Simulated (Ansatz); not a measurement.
Rough cost of magnetic runs on MoP (P-6m2) in Ansatz 0.2.0, 1 thread of Arm Neoverse V2, on a shared host.

```yaml
crystal:
  lattice:
    - [3.22300, 0.00000, 0.00000]
    - [-1.61150, 2.79120, 0.00000]
    - [0.00000, 0.00000, 3.19100]
  atoms:
    - { symbol: Mo, position: [0.00000, 0.00000, 0.00000] }
    - { symbol: P, position: [0.33333, 0.66667, 0.50000] }
```

```csv
run,"functional, mesh",k points solved,bands,iterations,wall time (s),peak memory (GiB)
PAW: total moment held at 1.6 μB,"PBE, 12×12×10",114,15,9,12,0.38
LAPW: field of 200 T on the spins,"PBE, 12×12×10",114,26,14,77,0.55
PAW: free moments from the typed start,"PBE, 12×12×10",114,15,15,16,0.37
LAPW: field of 3000 T on the spins,"PBE, 12×12×10",114,26,12,68,0.55
LAPW: no spin polarisation,"PBE, 12×12×10",114,26,7,27,0.39
LAPW: total moment held at 0.4 μB,"PBE, 12×12×10",114,27,9,57,0.61
LAPW: free moments,"PBE, 12×12×10",114,27,15,95,0.62
PAW: no spin polarisation,"PBE, 12×12×10",114,14,6,4,0.33
LAPW: total moment held at 1.6 μB,"PBE, 12×12×10",114,27,9,58,0.61
```

Task: Roughly how much dearer is an iteration by LAPW than by PAW among the runs with the first row's mesh and spin treatment (collinear)?

Result: About 5 times (medians of wall time over iterations; times from a shared host are rough).
